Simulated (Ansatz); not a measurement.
**Worked example: self-consistent single point of a (100) slab of GeO2 (cut from a parent of space group no. 136; 12 atoms in the cell) in Ansatz (an electronic-structure program)**

Method: PBE (plane waves, PAW; Ansatz).

Input:

Ansatz 0.2 input:
```yaml
# GeO2
crystal:
  lattice:
    - [4.42200000, 0.00000000, 0.00000000]
    - [0.00000000, 2.87430000, 0.00000000]
    - [0.00000000, 0.00000000, 22.34881400]
  atoms:
    - { symbol: Ge, position: [0.00000000, 0.00000000, 0.45053400] }
    - { symbol: Ge, position: [0.50000000, 0.50000000, 0.35160200] }
    - { symbol: O, position: [0.30600000, 0.00000000, 0.31321600] }
    - { symbol: O, position: [0.19400000, 0.50000000, 0.41214800] }
    - { symbol: O, position: [0.80600000, 0.50000000, 0.48892100] }
    - { symbol: O, position: [0.69400000, 0.00000000, 0.38999000] }
    - { symbol: Ge, position: [0.00000000, 0.00000000, 0.64839800] }
    - { symbol: Ge, position: [0.50000000, 0.50000000, 0.54946600] }
    - { symbol: O, position: [0.30600000, 0.00000000, 0.51107900] }
    - { symbol: O, position: [0.19400000, 0.50000000, 0.61001000] }
    - { symbol: O, position: [0.80600000, 0.50000000, 0.68678400] }
    - { symbol: O, position: [0.69400000, 0.00000000, 0.58785200] }
basis:
  ecutwfc: 420.0 eV
kpoints:
  mp_grid: { grid: [3, 6, 1] }
hamiltonian:
  xc: pbe
  pseudopotentials: { kind: paw }
scf:
  occupations: { method: fermi_dirac, width: 0.05 eV }
output:
  forces: true
  eigenvalues: true
  stress: true
```

Output (repeated stretches shortened):

```
WARN ansatz: RAYON_NUM_THREADS=1 ignored (pool sized by the plan → 1); use --threads N
Pseudopotentials: kind: paw
Pseudopotential: Ge, paw, valence charge 14
Pseudopotential: O, paw, valence charge 6
Crystal: 12 atoms, lattice volume = 284.057 Å³
Basis set: ecut = 420 eV, 5585 PW (Γ), exchange–correlation on 60×40×300 points (8 copies of the dense FFT grid, shifted against one another)
Bands: 64, of which v1, the nominal top of the filled ones, is band 52 counted from 1 (51 counted from 0)
Symmetry: 4 space group operations
Space group: Pmn21 (ITA 31), of the structure as read, at distance tolerance 6.6e-5 Å
k-points: 8 of 18 (time reversal used)
Initial density: superposition of atomic densities (neutral atoms: chi_scale 0, normalization atom), corrected by the library's trained network
Initial wavefunctions: pseudopotential atomic-orbital guess
Eigensolver: davidson
Functional: x = pbe(κ = 0.804, μ = 0.2195149727645171), c = pbe(β = 0.06672455060314922)
SCF iter   1: F=—  HF=-21716.474308 eV  |F-HF|=—  |Δ(HF+E_count)|=         —  Δρ=1.93e-3  dr2=8.77e-3  ethr=1.77e-3  ⟨swp⟩=7.8  Hψ=2093  notcnv=0  defer=18
all-band conjugate gradients solve this SCF's bands
preconditioner: auto → Resta (q_TF=auto, 2.308 Å⁻¹)
SCF iter   2: F=—  HF=-21716.477432 eV  |F-HF|=—  |Δ(HF+E_count)|=   3.12e-3  Δρ=1.04e-3  dr2=1.58e-3  ethr=8.43e-6  ⟨swp⟩=2.8  Hψ=1048  notcnv=0  defer=51
SCF iter   3: F=—  HF=-21716.478075 eV  |F-HF|=—  |Δ(HF+E_count)|=   6.43e-4  Δρ=4.71e-4  dr2=4.56e-4  ethr=1.52e-6  ⟨swp⟩=2.2  Hψ=751  notcnv=0  defer=51
SCF iter   4: F=—  HF=-21716.478374 eV  |F-HF|=—  |Δ(HF+E_count)|=   3.00e-4  Δρ=1.76e-4  dr2=8.05e-5  ethr=4.38e-7  ⟨swp⟩=2.8  Hψ=714  notcnv=0  defer=51
SCF iter   5: F=—  HF=-21716.478189 eV  |F-HF|=—  |Δ(HF+E_count)|=   1.86e-4  Δρ=7.59e-5  dr2=1.19e-5  ethr=7.74e-8  ⟨swp⟩=2.6  Hψ=672  notcnv=0  defer=51
SCF iter   6: F=—  HF=-21716.478193 eV  |F-HF|=—  |Δ(HF+E_count)|=   4.39e-6  Δρ=2.31e-5  dr2=9.96e-7  ethr=1.15e-8  ⟨swp⟩=2.2  Hψ=870  notcnv=0  defer=51
SCF iter   7: F=—  HF=-21716.478193 eV  |F-HF|=—  |Δ(HF+E_count)|=   2.73e-7  Δρ=8.13e-6  dr2=1.20e-7  ethr=9.57e-10  ⟨swp⟩=2.2  Hψ=826  notcnv=0  defer=51
SCF iter   8: F=-21716.478193 eV  HF=-21716.478193 eV  |F-HF|=1.63e-8  |Δ(HF+E_count)|=   2.65e-7  Δρ=4.88e-6  dr2=5.49e-8  ethr=9.62e-11  ⟨swp⟩=17.4  Hψ=2714  notcnv=0
SCF 1 converged in 8 iterations: F = -21716.478193 eV  dr2 = 5.49e-8
SCF converged after 8 iterations
Free energy (F): -21716.478193 eV
Harris-Foulkes:  -21716.478193 eV  (|F-HF|=1.63e-8)
Internal energy: -21716.478193 eV  (E = F + TS)
E sigma→0 (E₀):  -21716.478193 eV
Fermi energy:    0.200215 eV
--- Per-component energies (eV) ---
  E_band       = -1489.171638
  E_kinetic    = 1855.835560
  E_local      = -115887.516583  (includes V_loc(G=0)·N_el)
  E_nonlocal   = 2085.750889
  E_hartree    = 56523.238302
  E_xc         = -887.767308
  E_vxc        = -1007.247932  (∫ρ·V_xc dr)
  E_paw        = -9372.164177  (= ΣΔE_a)
  E_vpaw       = -1582.502395  (= ΣTr[D̂ρ^β])
  E_aug_tail   = 0.020739  (compensation charges beyond the density's cutoff)
  E_ewald      = 43966.124385
  E_smearing   = -0.000000  (= −TS)
  E_closure    = -0.000000  (closes the sum)
  Σ components = -21716.478193   (vs F -21716.478193, Δ=0.00e0)
--- Forces (eV/Å), atoms counted from 1 ---
  atom   1  Ge     0.41346630     0.00000000    -0.02035953
  atom   2  Ge    -3.20543300     0.00000000    -0.44885225
  atom   3  O      1.68935474     0.00000000    -0.31297899
  atom   4  O     -0.02877335     0.00000000     0.20512586
  atom   5  O     -0.11582288     0.00000000    -0.02458009
  atom   6  O      1.24720811     0.00000000    -0.15859169
  atom   7  Ge    -3.20543300     0.00000000     0.44885225
  atom   8  Ge     0.41346630     0.00000000     0.02035953
  atom   9  O     -0.11582288     0.00000000     0.02458009
  atom  10  O      1.24720811     0.00000000     0.15859169
  atom  11  O      1.68935474     0.00000000     0.31297899
  atom  12  O     -0.02877335     0.00000000    -0.20512586
  max |Σ_I F_I| component: 1.76e-7 eV/Å
--- Stress (GPa, compression-positive) ---
        2.702131       0.000000      -0.000000
        0.000000      -0.786155       0.000000
       -0.000000       0.000000       3.168528
  P = ⅓ Tr σ = 1.6948 GPa (16.948 kbar)
  The stress holds the Pulay correction. Without it, at fixed plane waves, as pw.x and ABINIT print it: P = 1.3482 GPa
--- Band table (eV; the first three rows and the last of 8) ---
  k-point 0: bands = ["-25.0778", "-24.9779", "-24.8610", "-24.8350", "-24.7181", "-24.7179", "-24.7010", "-24.6694", "-24.6404", "-24.6211", "-24.6057", "-24.6054", "-24.5823", "-24.5817", "-24.5426", "-24.5424", "-24.5209", "-24.5207", "-24.5194", [...]
  k-point 1: bands = ["-25.0200", "-24.9362", "-24.8439", "-24.7944", "-24.7774", "-24.7655", "-24.6799", "-24.6642", "-24.6361", "-24.6255", "-24.6226", "-24.6179", "-24.6090", "-24.6029", "-24.5797", "-24.5795", "-24.5409", "-24.5409", "-24.4957", [...]
  k-point 2: bands = ["-24.9910", "-24.9904", "-24.8979", "-24.8360", "-24.7441", "-24.7319", "-24.7096", "-24.7033", "-24.6485", "-24.6482", "-24.6258", "-24.6197", "-24.6164", "-24.6134", "-24.5754", "-24.5752", "-24.5680", "-24.5678", "-24.4325", [...]
  k-point 7: bands = ["-25.0563", "-25.0563", "-24.8879", "-24.8879", "-24.7425", "-24.7425", "-24.6997", "-24.6997", "-24.6602", "-24.6602", "-24.6169", "-24.6169", "-24.5865", "-24.5865", "-24.5726", "-24.5726", "-24.5724", "-24.5724", "-24.3913", [...]
```

The run converged in 8 iterations.

The starting cell has typed, rounded lattice constants, without a prior relaxation at this level. The slab is cut from that crystal, and its faces are unrelaxed. Its lattice was rescaled by up to half a per cent. Spin polarisation is off, though cut faces can carry moments; a gap of a slab can lie between surface states. Forces in this geometry exceed 1 eV/Å.
